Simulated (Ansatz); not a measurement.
## NaI (Fm-3m): G0W0 and the choice of datasets

```
CELL_PARAMETERS angstrom
0.00000 2.78210 2.78210
2.78210 0.00000 2.78210
2.78210 2.78210 0.00000
ATOMIC_POSITIONS crystal
Na 0.00000 0.00000 0.00000
I 0.50000 0.50000 0.50000
```

Held fixed (Ansatz):

- orbitals: PBE
- k mesh: 4×4×4
- empty bands: 277
- response cutoff: 200 eV
- frequencies: contour deformation
- q → 0 term: analytic weight of Carrier, Rohra and Görling
- band sums: cut at the band count
- spin-orbit coupling: off

The gap is read from Γ to k = (0, -0.5, -0.5), linearised, between the Kohn-Sham band edges among the points solved. The direct gap is read between the top filled and lowest empty Kohn-Sham band at Γ. ε∞ is the electronic dielectric constant on this mesh.

```tsv
datasets, wave cutoff	KS gap (eV)	G0W0 gap (eV)	direct at Γ (eV)	ε∞
all-electron, 3300 eV	4.19	5.85	7.42	4.5
hard PAW, 700 eV	4.19	5.85	7.43	4.5
hand-made PAW, accurate, 760 eV	4.19	5.86	7.36	4.5
hand-made PAW, 700 eV	4.19	5.86	7.36	4.5
JTH PAW, 700 eV	4.19	5.79	7.45	4.6
soft PAW (1st gen.), 420 eV	4.19	5.84	7.36	4.5
norm-conserving, 1197 eV	4.18	5.75	7.31	4.6
```

Farthest from all-electron, 3300 eV in the G0W0 gap: norm-conserving, 1197 eV (-0.10 eV). The nearest differs by 0.005 eV.

The cell is a model at fixed atoms and needn't be the relaxed known crystal. Soft PAW datasets can miss an all-electron G0W0 gap by more than 5 %. With norm-conserving pseudopotentials the core–valence exchange is only approximate, which can shift gaps by tenths of an eV and RPA lattice constants by most of a per cent. Points k are given in fractions of the reciprocal vectors. The mesh is coarse, so these are values at the stated settings, not converged ones. Band sums or response are cut, so the gap isn't at its basis limit. The gap is read on the mesh, and the crystal's band edges can lie off it. Meshes this coarse can overestimate the dielectric constant by a tenth and more.
